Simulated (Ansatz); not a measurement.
# Ir under changes of volume

One of the cells (14.627 Å³/atom); the others are scaled copies at fixed shape and fractional positions:

```xyz
2
Lattice="2.7514 0.0000 0.0000 -1.3757 2.3828 0.0000 0.0000 0.0000 4.4623" Properties=species:S:1:pos:R:3 pbc="T T T"
Ir    0.0000    1.5885    1.1156
Ir    1.3757    0.7943    3.3467
```

This isn't the form of Ir at room conditions, which is fcc.

| Item | Value |
| --- | --- |
| Program | Ansatz 0.2.0 |
| Functional | LDA |
| Potentials or basis | Ansatz PAW |
| Cutoff | 420 eV (not typed: the program's choice for these potentials) |
| k mesh | 11 × 11 × 6 |
| Occupations | fermi-dirac, width 0.05 eV |
| Spin | no spin polarisation |

| volume (Å³/atom) | energy over the lowest point (meV/atom) | pressure (GPa) |
| --- | --- | --- |
| 13.749 | 0.54 | 4.7 |
| 14.042 | 0.00 | -3.8 |
| 14.335 | ? | ? |
| 14.627 | 40.87 | -17.8 |
| 14.920 | 79.00 | -23.6 |
| 15.212 | 127.01 | -28.6 |
| 15.505 | 183.68 | -33.1 |

What does the run at 14.335 Å³/atom give?

Energy over the lowest point 14.03 meV/atom; pressure -11.2 GPa.

Worked out: A Birch-Murnaghan fit of order 3 (a polynomial in V^(-2/3)) to the other rows has its minimum at 13.90 Å³/atom with B0 = V·E''(V) = 403 GPa and B' = 5.1 at fixed shape and positions, which overstates the stiffness. It gives 14.06 meV/atom at 14.335 Å³/atom, against the run's 14.03, and -dE/dV = -11.4 GPa, against -11.2.

Energies are extrapolated to zero smearing.

Caveats: the PAW data sets come from PBE, with cores solved anew for the run's functional, which leaves a small shift of forces and pressure.
